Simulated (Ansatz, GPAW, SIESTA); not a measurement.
## Na2S: programs and potentials compared

```xyz
3
Lattice="0.0000 3.2735 3.2735 3.2735 0.0000 3.2735 3.2735 3.2735 0.0000" Properties=species:S:1:pos:R:3 pbc="T T T"
S     0.0000    0.0000    0.0000
Na    4.9102    4.9102    4.9102
Na    1.6367    1.6367    1.6367
```

Alike in all runs: task band structure; functional PBEsol; k mesh 7 × 7 × 7; occupations fermi-dirac, width 0.05 eV; no spin polarisation; no spin-orbit coupling. Pressure is positive in compression and, in plane waves, holds the error of the finite cutoff. Gaps are the smaller of the mesh's and the band path's.

| program and potentials | plane-wave cutoff (eV) | notes | band gap (eV) | pressure (GPa) |
| --- | --- | --- | --- | --- |
| SIESTA, files PseudoDojo sr-pbesol-0.4.1-standard, DZP (energy shift 0.003 Ry; two zetas on semicore shells) | - | atomic basis; 8 valence electrons an atom on average | 2.39 | -0.20 |
| Ansatz, all-electron LAPW, scalar-relativistic | - | - | 2.36 | -0.58 |
| GPAW, PAW data sets generated for this functional | 800 | 6.67 valence electrons an atom on average | 2.36 | -0.52 |

The band gap spans 2.36 (Ansatz, all-electron LAPW, scalar-relativistic) to 2.39 eV (SIESTA, files PseudoDojo sr-pbesol-0.4.1-standard, DZP (energy shift 0.003 Ry; two zetas on semicore shells)), with all-electron results at 2.36. The pressure spans -0.58 (Ansatz, all-electron LAPW, scalar-relativistic) to -0.20 GPa (SIESTA, files PseudoDojo sr-pbesol-0.4.1-standard, DZP (energy shift 0.003 Ry; two zetas on semicore shells)), with all-electron results at -0.58. Rows in atomic bases carry the error of their basis and grid, which can be large.

The functional is the same throughout but for its coding, so the spread measures potentials, basis and numerics; runs on potential files found faulty are left out.
